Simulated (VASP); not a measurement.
ZrS:

```
Zr S
1.0
     0.00000    2.62500    2.62500
     2.62500    0.00000    2.62500
     2.62500    2.62500    0.00000
Zr S
1 1
Direct
  0.00000 0.00000 0.00000
  0.50000 0.50000 0.50000
```

```yaml
Program: VASP 6.6.1
Task: relaxation of cell and atoms
Functional: BLYP
Potentials_or_basis: VASP PAW PBE potentials, release 64 (Zr_sv, S)
Cutoff: 600 eV
k_mesh: 9 × 9 × 9
Occupations: fermi-dirac, width 0.05 eV
Spin: no spin polarisation
```

At the start: pressure 5.6 GPa; volume 18.09 Å³/atom.

Problem. Where does the relaxation end?

Solution. Over 4 steps the energy falls by 13.9 meV/atom and the volume is 18.90 Å³/atom (+4.5 %); space group Fm-3m (No. 225, to 0.05 Å).

The path:
| step | energy change (eV) | largest force (eV/Å) | pressure (GPa) | volume (Å³) |
| --- | --- | --- | --- | --- |
| 1 | 0.0000 | 0.0000 | 5.64 | 36.18 |
| 2 | 0.0001 | 0.0000 | -4.78 | 39.61 |
| 3 | -0.0278 | 0.0000 | -0.10 | 37.83 |
| 4 | -0.0278 | 0.0000 | 0.05 | 37.80 |

Final structure:
```
Zr S
1.0
     0.00000    2.66368    2.66368
     2.66368    0.00000    2.66368
     2.66368    2.66368    0.00000
Zr S
1 1
Direct
  0.00000 0.00000 0.00000
  0.50000 0.50000 0.50000
```

Caveat: the PAW data sets were made with another functional, which shifts forces and pressure a little.
